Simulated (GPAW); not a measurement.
**CdS (Greenockite): band structure with BLYP**

**Measured values to compare with.**

“Isotope dependence of band-gap energy”, 2008, arxiv:0807.2152 quotes, for a bulk crystal of CdS: band gap 2.5809 ± 0.0002 eV.

Crystal: CdS (Greenockite).

```
CELL_PARAMETERS angstrom
4.15000 0.00000 0.00000
-2.07500 3.59401 0.00000
0.00000 0.00000 6.73700
ATOMIC_POSITIONS crystal
Cd 0.66667 0.33333 0.50000
Cd 0.33333 0.66667 0.00000
S 0.66667 0.33333 0.87500
S 0.33333 0.66667 0.37500
```

* Program: GPAW 26.7.0
* Task: band structure
* Functional: BLYP
* Potentials or basis: PAW data sets generated in the run's folder for this functional
* Cutoff: 600 eV
* Basis: pw
* k mesh: 6 × 6 × 3
* Occupations: fermi-dirac, width 0.05 eV
* Spin: no spin polarisation
* Eigensolver: davidson
* Maxiter: 150
* Band path: GMKGALHA,LM,KH
* Band points: 100

The pressure is 5.0 GPa and the largest force is 0.065 eV/Å. The band gap on the k mesh is 1.12 eV, direct and the band gap along the path is 1.12 eV, direct.

Forces on the atoms (eV/Å):
```
Cd   0.000  0.000 -0.064
Cd   0.000  0.000 -0.064
S    0.000  0.000  0.065
S    0.000  0.000  0.065
```

Stress tensor (GPa, compression positive):
```
4.76 0.00 0.00
0.00 4.76 0.00
0.00 0.00 5.56
```

Levels at the corners of the path, in eV from the valence-band top:
| point | band 16 | band 17 | band 18 | band 19 | band 20 | band 21 |
| --- | --- | --- | --- | --- | --- | --- |
| Γ | -0.04 | 0.00 | 0.00 | 1.12 | 2.73 | 6.42 |
| M | -1.84 | -1.27 | -0.73 | 3.64 | 3.88 | 5.16 |
| K | -1.81 | -1.81 | -1.58 | 4.73 | 4.96 | 4.96 |
| Γ | -0.04 | 0.00 | 0.00 | 1.12 | 2.73 | 6.42 |
| A | -0.39 | -0.39 | -0.39 | 2.77 | 2.77 | 6.19 |
| L | -1.32 | -1.31 | -1.31 | 3.46 | 3.46 | 5.40 |
| H | -2.36 | -1.11 | -1.11 | 4.33 | 4.33 | 6.16 |
| A | -0.39 | -0.39 | -0.39 | 2.77 | 2.77 | 6.19 |
| L | -1.32 | -1.31 | -1.31 | 3.46 | 3.46 | 5.40 |
| M | -1.84 | -1.27 | -0.73 | 3.64 | 3.88 | 5.16 |
| K | -1.81 | -1.81 | -1.58 | 4.73 | 4.96 | 4.96 |
| H | -2.36 | -1.11 | -1.11 | 4.33 | 4.33 | 6.16 |

Run time: 2.9 min on 1 thread of Arm Neoverse V2, with other jobs on the host, peak memory 0.57 GiB.

A measured gap of CdS is 2.5809 eV (quoted in “Isotope dependence of band-gap energy”, 2008, arxiv:0807.2152); the calculated 1.12 eV misses it by -1.46 eV. So large a miss can be the level of theory's own, or it may mean another phase, state or a wrong row. Spin-orbit coupling on Cd is left out. The value is that of BLYP, without temperature or zero-point motion. Semilocal functionals fall short of measured gaps as a rule.
